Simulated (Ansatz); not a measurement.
Input and command of a plane-wave DFT calculation in Ansatz:

```yaml
crystal:
  lattice:
    - [0.0, 2.5698, 2.5698]
    - [2.5698, 0.0, 2.5698]
    - [2.5698, 2.5698, 0.0]
  atoms:
    - { symbol: Sr, position: [0.0, 0.0, 0.0] }
    - { symbol: O, position: [0.5, 0.5, 0.5] }
basis:
  ecutwfc: 420
kpoints:
  mp_grid: { grid: [8, 8, 8] }
hamiltonian:
  xc: pbe
scf:
  occupations: { method: gaussian, width: 0.02 }
output:
  forces: true
  stress: true
  eigenvalues: true
  write_density: true
  write_potential: true
  elf: true
  volumetric_format: npy
relax:
  adjacent_minimum: "off"
  f_tol: 0.005
  max_steps: 80
  cell: { stress_tol: 0.05 }
```

```bash
ansatz run input.yaml --threads 4 --pin off --max-ram 9216MiB --backend cpu --events-out ev --progress --plain --runs-dir out
```

Processor: Arm Neoverse V2, 4 threads, on a host shared with other jobs.

**Question.** How long does it run, and how much memory does it take?

**Answer.** About 2 s on 4 threads of Arm Neoverse V2 (shared host), peak memory 0.29 GiB. It solves 12 bands at 29 k points (the mesh reduced by the symmetry that the task leaves, which can be less than the crystal's) with about 701 plane waves (on the last cell), in 44 SCF iterations over 7 ionic steps.
